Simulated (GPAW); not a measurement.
Al2Au:

```
CELL_PARAMETERS angstrom
0.00000 3.00000 3.00000
3.00000 0.00000 3.00000
3.00000 3.00000 0.00000
ATOMIC_POSITIONS crystal
Au 0.00000 0.00000 0.00000
Al 0.75000 0.75000 0.75000
Al 0.25000 0.25000 0.25000
```

Program: GPAW 26.7.0. Alike in all runs: task band structure; no spin polarisation; cell as given; k mesh 8 × 8 × 8; cutoff (eV) 600; smearing fermi-dirac 0.05 eV.

Order these runs on this cell by their pressure, lowest first.
A. level SCAN; potentials or basis GPAW PAW data sets (gpaw-data 1.2.1), pw
B. level PW91; potentials or basis PAW data sets generated in the run's folder for this functional, pw
C. level BLYP; potentials or basis PAW data sets generated in the run's folder for this functional, pw; eigensolver davidson
D. level PBEsol; potentials or basis PAW data sets generated in the run's folder for this functional, pw

A (-1.3 GPa), D (0.5 GPa), B (3.5 GPa), C (7.3 GPa).

Caveats: with this Au data set, volumes or pressures lay over 1.5 % or 2 GPa off other programs in two to four cells of ten; the PAW data sets were made with another functional, which shifts forces and pressure a little (some runs).
